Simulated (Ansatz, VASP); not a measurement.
## One calculation of AlN, two programs

```
Al N
1.0
     2.99600    0.00000    0.00000
    -1.49800    2.59461    0.00000
     0.00000    0.00000    4.54810
Al N
2 2
Cartesian
  0.0000 1.7297 -0.0292
  1.4980 0.8649 2.2448
  0.0000 1.7297 1.7802
  1.4980 0.8649 4.0543
```

Alike in both runs: functional LDA; k mesh 9 × 9 × 6; occupations gaussian, width 0.05 eV; no spin polarisation.

Ansatz relaxed the structure, and its values are those at the end. VASP's run is a single point on that final structure, the one shown.

```csv
,VASP,Ansatz
version,VASP 6.6.1,Ansatz 0.2.0
potentials or method,"VASP PAW LDA potentials, release 64 (Al, N)","scalar-relativistic, plane waves, PAW"
plane-wave cutoff (eV),520,520
valence electrons in the cell,16,16
```

Ansatz gave:

```
gap on the k mesh at the Fermi level (eV) : 4.84
least direct gap on the mesh (eV)         : 5.31
rms of the force components (eV/Å)        : 0.001
```

Problem. What did VASP give for the same quantities?

Solution. gap on the k mesh at the Fermi level (eV): 4.82; least direct gap on the mesh (eV): 5.32; rms of the force components (eV/Å): 0.005.

Ansatz warned: «pseudo_functional_mismatch».

Caveats: an odd mesh through Γ misses points on the zone boundary, where band edges often lie. A hybrid or GW would open this gap; LDA tends to underestimate it.
